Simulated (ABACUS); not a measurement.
## Te under changes of volume

One of the cells (33.925 Å³/atom); the others are scaled copies at fixed shape and fractional positions:

```
CELL_PARAMETERS angstrom
4.45400 0.00000 0.00000
-2.22700 3.85728 0.00000
0.00000 0.00000 5.92400
ATOMIC_POSITIONS crystal
Te 0.73100 0.73100 0.00000
Te 0.00000 0.26900 0.66667
Te 0.26900 0.00000 0.33333
```

| Item | Value |
| --- | --- |
| Program | ABACUS 3.10.1 |
| Functional | PBEsol |
| Potentials or basis | PseudoDojo NC SR 0.4.1 PBEsol standard |
| Cutoff | 1129 eV |
| Density cutoff | 4517 eV |
| Basis | plane waves |
| k mesh | 7 × 7 × 5 |
| Occupations | fermi-dirac, width 0.05 eV |
| Spin | no spin polarisation |

```tsv
volume (Å³/atom)	energy over the lowest point (meV/atom)	pressure (GPa)	gap on the mesh (eV)	largest force (eV/Å)
31.890	11.64	2.6	0.56	0.504
32.568	3.27	1.3	0.57	0.379
33.247	0.00	0.2	0.58	0.261
33.925	1.28	-0.8	0.58	0.152
34.604	6.62	-1.7	0.59	0.050
35.282	?	?	?	?
35.961	27.76	-3.2	0.59	0.135
```

Question: What does the run at 35.282 Å³/atom give?

Answer: Energy over the lowest point 15.58 meV/atom; pressure -2.5 GPa; gap on the mesh 0.59 eV; largest force 0.046 eV/Å.

Worked out: A Birch-Murnaghan fit of order 3 (a polynomial in V^(-2/3)) to the other rows has its minimum at 33.38 Å³/atom with B0 = V·E''(V) = 52 GPa and B' = 4.6 at fixed shape and positions, which overstates the stiffness. It gives 15.57 meV/atom at 35.282 Å³/atom, against the run's 15.58, and -dE/dV = -2.5 GPa, against -2.5. A straight line through the other rows of the gap, of slope 0.251 eV per unit of ln V, gives 0.59 eV, against the run's 0.59.

Energies are extrapolated to zero smearing.

Caveats: spin-orbit coupling is left out, which moves the levels of the heavy elements; an odd mesh through Γ misses points on the zone boundary, where band edges often lie.
